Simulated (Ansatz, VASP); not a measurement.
## Sn in VASP and in Ansatz

The input INCAR:

```
SYSTEM = Sn
PREC     = Accurate       ! precision mode
ENCUT    = 520            ! plane-wave cutoff, eV
EDIFF    = 1E-6           ! SCF threshold, eV
ISMEAR   = -1             ! smearing method
SIGMA    = 0.05           ! smearing width, eV
LREAL    = .FALSE.        ! projectors in reciprocal space
LASPH    = .TRUE.         ! aspherical terms in the spheres
NELM     = 100            ! most SCF steps
ALGO     = Normal         ! electronic algorithm
ISIF     = 2              ! what is computed and relaxed
LWAVE    = .FALSE.        ! write WAVECAR
LCHARG   = .FALSE.        ! write CHGCAR
GGA      = PS             ! functional
NBANDS   = 13             ! bands
```

Contents of KPOINTS:

```
regular mesh
0
G
  11 11 11
  0 0 0
```

Contents of POSCAR:

```
Sn
1.0
   -1.7149511408      1.7636302181      2.3226479567
    1.7149511408     -1.7636302181      2.3226479567
    1.7149511408      1.7636302181     -2.3226479567
Sn
1
Direct
    0.0000000000      0.0000000000      0.0000000000
```

File input.yaml:

```yaml
crystal:
  lattice:
    - [-1.7149511408, 1.7636302181, 2.3226479567]
    - [1.7149511408, -1.7636302181, 2.3226479567]
    - [1.7149511408, 1.7636302181, -2.3226479567]
  atoms:
    - { symbol: Sn, position: [0.0, 0.0, 0.0] }
hamiltonian:
  xc: pbesol
  pseudopotentials: { kind: paw }
kpoints:
  mp_grid: { grid: [11, 11, 11] }
scf:
  occupations: { method: fermi_dirac, width: 0.05 }
output:
  forces: true
  stress: true
  eigenvalues: true
```

This isn't the form of Sn at room conditions, which is tetragonal (white tin).

Alike in both runs: task single point; functional PBEsol; k mesh 11 × 11 × 11; occupations fermi-dirac, width 0.05 eV; no spin polarisation.

```csv
,VASP,Ansatz
version,VASP 6.6.1,Ansatz 0.2.0
potentials or method,"VASP PAW PBE potentials, release 64 (Sn_d)",Ansatz PAW
plane-wave cutoff (eV),520,420
valence electrons in the cell,14,14
```

```csv
,VASP,Ansatz,Ansatz less VASP
gap on the k mesh at the Fermi level (eV),none,none,-
pressure (GPa),-2.8,-2.8,+0.06
largest component of the traceless stress (GPa),1.02,1.02,0.000
```

A gap of «none» marks a metal or a gap that the smearing closes. The functional is the same, so the differences come from potentials, cutoffs and numerics.

Caveats: the PAW data sets were made with another functional, which shifts forces and pressure a little (VASP); the PAW data sets come from PBE, with cores solved anew for the run's functional, which leaves a small shift of forces and pressure (Ansatz).
